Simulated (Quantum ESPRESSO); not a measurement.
# CoO (F-43m) in Quantum ESPRESSO: settings compared, part 3 of 4

Quantum ESPRESSO 7.5.

### Step 5. Phonons, LDA, collinear spin, ferromagnetic start, target pressure 10 GPa, at which the enthalpy is minimised

The input, pw.in:

```
&CONTROL
  calculation = 'scf'
  prefix = 'pwscf'
  outdir = './tmp'
  pseudo_dir = './pseudo'
  tprnfor = .true.
  tstress = .true.
  disk_io = 'low'
/
&SYSTEM
  ibrav = 0
  nat = 2
  ntyp = 2
  ecutwfc = 56
  ecutrho = 448
  nbnd = 21
  occupations = 'smearing'
  smearing = 'fd'
  degauss = 0.00367493
  nspin = 2
  starting_magnetization(1) = 0.1176
  starting_magnetization(2) = 0
/
&ELECTRONS
  conv_thr = 4d-10
  electron_maxstep = 120
  mixing_beta = 0.3
/
ATOMIC_SPECIES
Co    58.9332 co_lda_v1.2.uspp.F.UPF
O     15.9990 o_lda_v1.2.uspp.F.UPF
CELL_PARAMETERS angstrom
   0.0000000000    2.3436418400    2.3436418400
   2.3436418400    0.0000000000    2.3436418400
   2.3436418400    2.3436418400    0.0000000000
ATOMIC_POSITIONS angstrom
Co     0.0000000000    0.0000000000    0.0000000000
O      1.1718209200    1.1718209200    1.1718209200
K_POINTS automatic
6 6 6 1 1 1
```

The input, relax.in:

```
&CONTROL
  calculation = 'vc-relax'
  prefix = 'pwscf'
  outdir = './tmp'
  pseudo_dir = './pseudo'
  tprnfor = .true.
  tstress = .true.
  disk_io = 'low'
  nstep = 40
  forc_conv_thr = 0.0001
  etot_conv_thr = 1d-06
/
&SYSTEM
  ibrav = 0
  nat = 2
  ntyp = 2
  ecutwfc = 56
  ecutrho = 448
  nbnd = 21
  occupations = 'smearing'
  smearing = 'fd'
  degauss = 0.00367493
  nspin = 2
  starting_magnetization(1) = 0.1176
  starting_magnetization(2) = 0
/
&ELECTRONS
  conv_thr = 4d-10
  electron_maxstep = 120
  mixing_beta = 0.3
/
&IONS
  ion_dynamics = 'bfgs'
/
&CELL
  cell_dynamics = 'bfgs'
  press = 100
  press_conv_thr = 0.2
/
ATOMIC_SPECIES
Co    58.9332 co_lda_v1.2.uspp.F.UPF
O     15.9990 o_lda_v1.2.uspp.F.UPF
CELL_PARAMETERS angstrom
   0.0000000000    2.3436418400    2.3436418400
   2.3436418400    0.0000000000    2.3436418400
   2.3436418400    2.3436418400    0.0000000000
ATOMIC_POSITIONS angstrom
Co     0.0000000000    0.0000000000    0.0000000000
O      1.1718209200    1.1718209200    1.1718209200
K_POINTS automatic
6 6 6 1 1 1
```

The input, scf2.in:

```
&CONTROL
  calculation = 'scf'
  prefix = 'pwscf'
  outdir = './tmp'
  pseudo_dir = './pseudo'
  tprnfor = .true.
  tstress = .true.
  disk_io = 'low'
/
&SYSTEM
  ibrav = 0
  nat = 2
  ntyp = 2
  ecutwfc = 56
  ecutrho = 448
  nbnd = 21
  occupations = 'smearing'
  smearing = 'fd'
  degauss = 0.00367493
  nspin = 2
  starting_magnetization(1) = 0.1176
  starting_magnetization(2) = 0
/
&ELECTRONS
  conv_thr = 1d-13
  electron_maxstep = 120
  mixing_beta = 0.3
  startingpot = 'file'
  startingwfc = 'file'
/
ATOMIC_SPECIES
Co    58.9332 co_lda_v1.2.uspp.F.UPF
O     15.9990 o_lda_v1.2.uspp.F.UPF
CELL_PARAMETERS angstrom
   0.0000000000    2.1138357680    2.1138357680
   2.1138357680    0.0000000000    2.1138357680
   2.1138357680    2.1138357680    0.0000000000
ATOMIC_POSITIONS angstrom
Co     0.0000000000    0.0000000000    0.0000000000
O      1.0569178840    1.0569178840    1.0569178840
K_POINTS automatic
6 6 6 1 1 1
```

The input, ph.in:

```
phonons of CoO
&INPUTPH
  prefix = 'pwscf'
  outdir = './tmp'
  tr2_ph = 1d-18
  fildyn = 'dyn'
  niter_ph = 90
  alpha_mix(1) = 0.4
/
0.0000000000 0.0000000000 0.0000000000
```

The input, dynmat.in:

```
&INPUT
  fildyn = 'dyn'
  asr = 'crystal'
  filout = 'dynmat.disp'
  fileig = 'dynmat.eig'
/
```

Potentials or basis: GBRV 1.5 LDA.

Launch:

```
$ OMP_NUM_THREADS=1 mpirun -n 4 pw.x -nk 4 -in pw.in > pw.out
$ OMP_NUM_THREADS=1 mpirun -n 4 pw.x -nk 4 -in relax.in > relax.out
$ OMP_NUM_THREADS=1 mpirun -n 4 pw.x -nk 4 -in scf2.in > scf2.out
$ OMP_NUM_THREADS=1 mpirun -n 4 ph.x -nk 4 -in ph.in > ph.out
$ OMP_NUM_THREADS=1 mpirun -n 1 dynmat.x -in dynmat.in > dynmat.out
```

pw.out:

```text
This program is part of the open-source Quantum ESPRESSO suite
     for quantum simulation of materials; please cite
[... 6 lines left out ...]
     using ibrav=0 with symmetry is DISCOURAGED, use correct ibrav instead

     K-points division:     npool     =       4
     Subspace diagonalization in iterative solution of the eigenvalue problem:
     a serial algorithm will be used

     G-vector sticks info
     --------------------
     sticks:   dense  smooth     PW     G-vecs:    dense   smooth      PW
     Sum        1213     595    199                27725     9841    1807

     Using Slab Decomposition

     bravais-lattice index     =            0
     lattice parameter (alat)  =       6.2633  a.u.
     unit-cell volume          =     173.7402 (a.u.)^3
     number of atoms/cell      =            2
     number of atomic types    =            2
     number of electrons       =        23.00
     number of Kohn-Sham states=           21
     kinetic-energy cutoff     =      56.0000  Ry
     charge density cutoff     =     448.0000  Ry
     scf convergence threshold =      4.0E-10
     mixing beta               =       0.3000
     number of iterations used =            8  plain     mixing
     Exchange-correlation= SLA  PZ   NOGX NOGC
                           (   1   1   0   0   0   0   0)

     celldm(1)=   6.263327  celldm(2)=   0.000000  celldm(3)=   0.000000
     celldm(4)=   0.000000  celldm(5)=   0.000000  celldm(6)=   0.000000

     crystal axes: (cart. coord. in units of alat)
               a(1) = (   0.000000   0.707107   0.707107 )
               a(2) = (   0.707107   0.000000   0.707107 )
               a(3) = (   0.707107   0.707107   0.000000 )

     reciprocal axes: (cart. coord. in units 2 pi/alat)
               b(1) = ( -0.707107  0.707107  0.707107 )
               b(2) = (  0.707107 -0.707107  0.707107 )
               b(3) = (  0.707107  0.707107 -0.707107 )

     PseudoPot. # 1 for Co read from file:
     co_lda_v1.2.uspp.F.UPF
     Pseudo is Ultrasoft + core correction, Zval = 17.0
     Generated by new atomic code, or converted to UPF format
     Using radial grid of  863 points,  6 beta functions with:
                l(1) =   0
                l(2) =   0
                l(3) =   1
                l(4) =   1
                l(5) =   2
                l(6) =   2
     Q(r) pseudized with  8 coefficients,  rinner =    1.200   1.200   1.200
                                                       1.200   1.200

     PseudoPot. # 2 for O  read from file:
     o_lda_v1.2.uspp.F.UPF
     Pseudo is Ultrasoft + core correction, Zval =  6.0
     Generated by new atomic code, or converted to UPF format
     Using radial grid of  737 points,  5 beta functions with:
                l(1) =   0
                l(2) =   0
                l(3) =   1
                l(4) =   1
                l(5) =   2
     Q(r) pseudized with  8 coefficients,  rinner =    0.900   0.900   0.900
                                                       0.900   0.900

     atomic species   valence    mass     pseudopotential
     Co               17.00    58.93320     Co( 1.00)
     O                 6.00    15.99900     O ( 1.00)

     Starting magnetic structure
     atomic species   magnetization
     Co              0.118
     O               0.000

     24 Sym. Ops. (no inversion) found

   Cartesian axes

     site n.     atom                  positions (alat units)
         1        Co     tau(   1) = (   0.0000000   0.0000000   0.0000000  )
         2        O      tau(   2) = (   0.3535534   0.3535534   0.3535534  )

     number of k points=    28  Fermi-Dirac smearing, width (Ry)=  0.0037
                       cart. coord. in units 2pi/alat
        k(    1) = (   0.0589256   0.0589256   0.0589256), wk =   0.0092593
        k(    2) = (   0.1767767   0.1767767  -0.0589256), wk =   0.0277778
        k(    3) = (   0.2946278   0.2946278  -0.1767767), wk =   0.0277778
        k(    4) = (  -0.2946278  -0.2946278   0.4124790), wk =   0.0277778
        k(    5) = (  -0.1767767  -0.1767767   0.2946278), wk =   0.0277778
        k(    6) = (  -0.0589256  -0.0589256   0.1767767), wk =   0.0277778
[... 20 lines left out ...]
        k(   27) = (   0.2946278   0.2946278   0.2946278), wk =   0.0092593
        k(   28) = (  -0.2946278  -0.2946278   0.8838835), wk =   0.0277778

     Dense  grid:    27725 G-vectors     FFT dimensions: (  45,  45,  45)

     Smooth grid:     9841 G-vectors     FFT dimensions: (  30,  30,  30)

     Check: negative core charge=   -0.000022
     Generating pointlists ...
     new r_m :   0.2526 (alat units)  1.5821 (a.u.) for type    1
     new r_m :   0.2526 (alat units)  1.5821 (a.u.) for type    2

     Initial potential from superposition of free atoms

     starting charge      22.0000, renormalised to      23.0000
     Starting wfcs are   17 randomized atomic wfcs +    4 random wfcs

     Self-consistent Calculation

     iteration #  1     ecut=    56.00 Ry     beta= 0.30
     Davidson diagonalization with overlap
     ethr =  1.00E-02,  avg # of iterations =  5.5

     total energy              =    -327.42342395 Ry
     estimated scf accuracy    <       9.42631203 Ry

     total magnetization       =     2.36 Bohr mag/cell
     absolute magnetization    =     2.40 Bohr mag/cell
[... 148 lines left out ...]
     total magnetization       =     3.00 Bohr mag/cell
     absolute magnetization    =     3.01 Bohr mag/cell

     iteration # 17     ecut=    56.00 Ry     beta= 0.30
     Davidson diagonalization with overlap
     ethr =  2.90E-12,  avg # of iterations =  1.9

     Magnetic moment per site  (integrated on atomic sphere of radius R)
     atom   1 (R=0.253)  charge= 14.3735  magn=  2.4411
     atom   2 (R=0.253)  charge=  5.4517  magn=  0.3694

     End of self-consistent calculation

 ------ SPIN UP ------------

          k = 0.0589 0.0589 0.0589 (  1243 PWs)   bands (ev):

   -87.4014 -51.0430 -51.0423 -51.0423 -10.2521   2.9893   3.1044   3.1044
     6.0592   6.0592   8.2035   8.5902   8.5902   9.1006  20.9830  21.6997
    21.6997  26.6201  27.0676  27.0676  29.1291

          k = 0.1768 0.1768-0.0589 (  1238 PWs)   bands (ev):

   -87.4011 -51.0463 -51.0434 -51.0427 -10.0933   2.6699   3.2012   3.2074
     5.9816   6.0840   7.6014   8.1835   8.4714  10.3968  19.1518  20.8113
    22.1909  25.3763  25.8227  28.0589  31.0028
[... 79 lines left out ...]
          k =-0.6482 0.0589 0.0589 (  1227 PWs)   bands (ev):

   -87.4003 -51.0536 -51.0471 -51.0466  -9.6185   2.2260   3.8131   3.8265
     5.6370   6.2786   6.5267   6.9193   6.9943  13.5240  17.3014  18.7296
    21.5562  21.7065  28.7550  32.3812  34.1252

          k =-0.5303 0.1768-0.0589 (  1228 PWs)   bands (ev):

   -87.4004 -51.0521 -51.0471 -51.0458  -9.6904   2.3983   3.4909   3.6774
     5.7599   6.1854   6.5313   7.0360   7.5009  13.5027  17.4044  18.5053
    20.9398  23.1464  30.0011  30.3434  33.1737

          k =-0.4125 0.0589 0.0589 (  1241 PWs)   bands (ev):

   -87.4007 -51.0499 -51.0452 -51.0450  -9.8506   2.3281   3.4594   3.4819
     5.7267   6.2177   7.2408   7.5943   7.6980  11.9583  18.4900  19.7066
    21.3097  21.9789  29.8723  30.6462  32.3511
[... 55 lines left out ...]
          k =-0.2946-0.2946 0.8839 (  1222 PWs)   bands (ev):

   -87.4005 -51.0532 -51.0462 -51.0446  -9.7175   2.5775   3.2456   3.4807
     5.9413   6.0910   6.2871   7.4019   7.7715  14.4206  15.2353  19.2946
    21.3765  25.4374  28.2158  28.8146  32.5148

 ------ SPIN DOWN ----------

          k = 0.0589 0.0589 0.0589 (  1243 PWs)   bands (ev):

   -84.1831 -47.9672 -47.9663 -47.9663  -9.6333   4.1697   4.3483   4.3483
     8.4390   8.4390   9.2750  10.7453  10.7873  10.7873  21.4871  22.2275
    22.2275  26.9876  27.5896  27.5896  29.5078

          k = 0.1768 0.1768-0.0589 (  1238 PWs)   bands (ev):

   -84.1828 -47.9714 -47.9677 -47.9668  -9.4642   3.6282   4.3876   4.4320
     8.3475   8.4746   9.8402  10.3484  10.6798  11.1342  19.6557  21.3421
    22.7973  25.8945  26.3013  28.5605  31.5069
[... 79 lines left out ...]
          k =-0.6482 0.0589 0.0589 (  1227 PWs)   bands (ev):

   -84.1819 -47.9803 -47.9722 -47.9717  -8.9553   2.9526   4.6745   4.7399
     7.8832   8.7456   8.8239   9.3917   9.4141  14.3698  18.1374  19.2914
    22.1661  22.3062  29.3243  32.6697  34.6191

          k =-0.5303 0.1768-0.0589 (  1228 PWs)   bands (ev):

   -84.1820 -47.9785 -47.9722 -47.9707  -9.0325   3.1428   4.4010   4.6572
     8.0204   8.6437   8.8986   9.4974   9.8414  14.2399  18.1766  19.1036
    21.5264  23.7329  30.5444  30.8573  33.5276

          k =-0.4125 0.0589 0.0589 (  1241 PWs)   bands (ev):

   -84.1823 -47.9757 -47.9699 -47.9697  -9.2048   3.1606   4.5239   4.5609
     8.0159   8.6498   9.6098   9.9300  10.0161  12.5596  19.2217  20.2673
    21.8710  22.5378  30.4069  31.1379  32.8300
[... 55 lines left out ...]
          k =-0.2946-0.2946 0.8839 (  1222 PWs)   bands (ev):

   -84.1821 -47.9798 -47.9712 -47.9691  -9.0612   3.1564   4.2569   4.5975
     8.3821   8.5302   8.7747   9.6949  10.0072  15.0224  15.9519  19.9426
    22.0083  25.9633  28.8162  29.3090  33.0015

     the Fermi energy is     8.7192 ev

!    total energy              =    -330.54269782 Ry
     estimated scf accuracy    <          5.7E-11 Ry
     smearing contrib. (-TS)   =      -0.00175749 Ry
     internal energy E=F+TS    =    -330.54094033 Ry

     The total energy is F=E-TS. E is the sum of the following terms:
     one-electron contribution =    -227.55500831 Ry
     hartree contribution      =     122.93650102 Ry
     xc contribution           =     -39.22855163 Ry
     ewald contribution        =    -186.69388141 Ry

     total magnetization       =     3.00 Bohr mag/cell
     absolute magnetization    =     3.01 Bohr mag/cell

     convergence has been achieved in  17 iterations

     Forces acting on atoms (cartesian axes, Ry/au):

     atom    1 type  1   force =     0.00000000    0.00000000    0.00000000
     atom    2 type  2   force =     0.00000000    0.00000000   -0.00000000

     Total force =     0.000000     Total SCF correction =     0.000000

     Computing stress (Cartesian axis) and pressure

          total   stress  (Ry/bohr**3)                   (kbar)     P=     -246.97
  -0.00167889  -0.00000000   0.00000000         -246.97       -0.00        0.00
  -0.00000000  -0.00167889   0.00000000           -0.00     -246.97        0.00
   0.00000000   0.00000000  -0.00167889            0.00        0.00     -246.97

=------------------------------------------------------------------------------=
   JOB DONE.
=------------------------------------------------------------------------------=
```

Run time: 2 min. Hardware: 4 MPI ranks of Intel Xeon 6975P-C (Granite Rapids), shared host; peak memory 0.52 GiB.

Results:

```yaml
Free_energy: -4497.7540 eV
Relaxed_volume: 9.45 Å³/atom
Relaxed_cell: a = 2.989 Å, b = 2.989 Å, c = 2.989 Å, α = 60.00°, β = 60.00°, γ = 60.00°
Space_group_after_relaxing_to_0.05_Å: F-43m (No. 216)
Pressure_after_relaxing: 10.0 GPa
Band_gap_on_the_k_mesh: none (metal or under the smearing width)
Net_moment: 1.56 μB per cell
Absolute_moment: 1.58 μB per cell
Site_moments: Co +1.27; O +0.15 μB
Valence_electrons_inside_the_program's_atomic_spheres: Co 14.37; O 5.45
Highest_phonon_frequency_at_Γ: 505 cm⁻¹
```

Step by step:
```tsv
step	energy change (eV)	largest force (eV/Å)	pressure (GPa)	volume (Å³)
1	0.0000	0.0000	-24.70	25.75
2	-0.4574	0.0000	-8.78	21.45
3	-0.3996	0.0000	24.13	17.95
4	-0.5166	0.0000	4.83	19.30
5	-0.4993	0.0000	9.60	18.92
6	-0.4974	0.0000	10.00	18.89
7	-0.4974	0.0000	10.00	18.89
```

Final structure:
```xyz
2
Lattice="0.0000 2.1138 2.1138 2.1138 0.0000 2.1138 2.1138 2.1138 0.0000" Properties=species:S:1:pos:R:3 pbc="T T T"
Co    0.0000    0.0000    0.0000
O     1.0569    1.0569    1.0569
```

Phonon frequencies in cm⁻¹ (negative: imaginary):
```
              q point           frequencies
(0.000, 0.000, 0.000)  -6 -6 -6 505 505 505
```

Optical modes at Γ, degenerate ones joined:
```
cm⁻¹  components  symmetry     active in
 505           3        T2  IR and Raman
```

Caveat: the k mesh is coarse (spacing up to 0.39 Å⁻¹), so the values aren't converged; the mesh is thin for the phonons of a metal; the volume moved by over 15 % at a fixed basis, so the end points are rough; the cell is more than 3 GPa from zero pressure, which shifts response properties; a cell with one magnetic atom can't hold antiferromagnetic order, which such compounds often take; semilocal functionals often make such compounds metallic where correlation or magnetic order opens a gap, which also shifts bond lengths. With open d or f shells a metallic result of LDA can be an artefact of self-interaction; +U or a hybrid may open a gap.

(Part 3 of 4 ends here.)
